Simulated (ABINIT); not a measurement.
A run of ABINIT 10.8.3 (patched build) is set up as follows.

Contents of run.abi:

```
pp_dirpath "./"
pseudos "Co.GGA_PBE-JTH.xml"

acell 4.7004383835 4.7004383835 7.6785043265
rprim
     1.0000000000     0.0000000000     0.0000000000
    -0.5000000000     0.8660254038     0.0000000000
     0.0000000000     0.0000000000     1.0000000000
ntypat 1
znucl 27
natom 2
typat 1 1
xred
     0.3333333333     0.6666666667     0.7401390000
     0.6666666667     0.3333333333     0.2598610000

ecut 26.0
pawecutdg 48.0
pawxcdev 0

kptopt 1
ngkpt 12 12 7
nshiftk 1
shiftk 0.0 0.0 0.0

ixc 11

nband 22
occopt 3
tsmear 0.05 eV

nsppol 2
spinat
     0.0000000000     0.0000000000     5.0000000000
     0.0000000000     0.0000000000     5.0000000000

nstep 100
tolvrs 1.0e-9

iomode 3
prtwf 0
prteig 0
prtebands 0
enunit 2
prtden 1
prtvha 1
prtvclmb 1
prtpot 1
```

Potentials or basis: JTH PAW PBE v2.0.

Run with:

```sh
$ abinit run.abi > log 2>&1
```

Q: Predict the pressure.

A: 1.0 GPa.

Q: What does it give for the band gap on the k mesh?

A: None (metal or under the smearing width).

Q: What does it give for the site moments?

A: Co +1.72 μB.

Q: Predict the net moment.

A: 3.27 μB per cell.

Forces in eV/Å, atoms in the order of the input:
```
Co   0.000  0.000  0.502
Co   0.000  0.000 -0.502
```

Caveat: the moment fell far below its start of 5 μB, so a state of higher moment may lie lower in energy.
